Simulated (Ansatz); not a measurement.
NaH (CsCl type) from LDA to hybrids

All numbers come from the plane-wave code Ansatz. No spin polarisation and no zero-point or thermal motion; the cell was built from a prototype and may be hypothetical.

NaH built on the CsCl prototype, relaxed with r2SCAN. Space group Pm-3m (No. 221), cubic; conventional cell a = 2.932 Å, 12.61 Å³ an atom. Na is surrounded by 8 H at 2.54 Å; H is surrounded by 8 Na at 2.54 Å.

Relaxed lattice by functional, symmetry kept:
```
functional    k mesh  a (Å)  volume (Å³/atom)
       PBE  10×10×10  2.965             13.03
    r2SCAN     8×8×8  2.932             12.61
    PBEsol     8×8×8  2.938             12.68
       LDA     8×8×8  2.874             11.87
     HSE06     6×6×6  2.943             12.74
```

On this one geometry the levels give:

| level | k mesh | gap (eV) | kind | edges | least direct gap (eV) |
| --- | --- | --- | --- | --- | --- |
| LDA | 8×8×8 | 0.58 | indirect | R → X | 4.21 |
| PBE | 8×8×8 | 1.03 | indirect | R → X | 4.51 |
| r2SCAN | 8×8×8 | 1.60 | indirect | R → X | 5.16 |
| HSE06 | 6×6×6 | 1.88 | indirect | R → X | 5.72 |
| DDH-PBE0 | 6×6×6 | 2.91 | indirect | R → X | 6.86 |
| PBE0 | 6×6×6 | 2.59 | indirect | R → X | 6.47 |
| r2SCAN0 | 6×6×6 | 2.96 | indirect | R → X | 6.88 |
| G0W0@PBE (75 empty bands, 120 eV, 6×6×6) | 6×6×6 | 2.97 | – | R → X (mesh) | – |
| G0W0@PBE (186 empty bands, 220 eV, 6×6×6) | 6×6×6 | 3.09 | – | R → X (mesh) | – |

PBE: smearing of 0.02 eV; the others have fixed occupations.
Wave cutoffs: 420 eV, 500 eV (r2SCAN, r2SCAN0). Set aside, since their points miss a band edge that the other levels read or their mesh is too coarse: LC-ωPBE.
The G0W0 gap is PBE's gap over the path plus the quasiparticle shift read on the mesh. G0W0 values are finite-basis, finite-mesh values.

The HSE06 gap is indirect, 1.88 eV (R to X), below the direct gap of 5.72 eV at X.

Taking G0W0@PBE (186 empty bands, 220 eV, 6×6×6), 3.09 eV, as the yardstick (a computed one, not at the basis limit), r2SCAN0 comes nearest, -0.13 eV off, at about 24 times r2SCAN's cost; G0W0 itself took about 60 times r2SCAN's cost. The others: DDH-PBE0 -0.18, PBE0 -0.50, HSE06 -1.21, r2SCAN -1.49, PBE -2.06, LDA -2.51 eV. The yardstick still moved by +0.13 eV in its last step of bands and cutoff, so this order can change. r2SCAN covers 66 % of the step from PBE to HSE06, while HSE06 needs about 16 times r2SCAN's cost (on a coarser mesh). All these functionals give a gap of the same kind, indirect.

r2SCAN (ground state on 8×8×8): The clamped-ion dielectric constant comes out as 3.07 in all directions. Born charges, averaged over directions: Na +0.99, H -0.99 e. PBE (ground state on 8×8×8): The clamped-ion dielectric constant comes out as 3.35 in all directions. Born charges, averaged over directions: Na +1.00, H -1.00 e.

The meshes of the hybrids are coarse, so their gaps aren't converged to the digits shown.
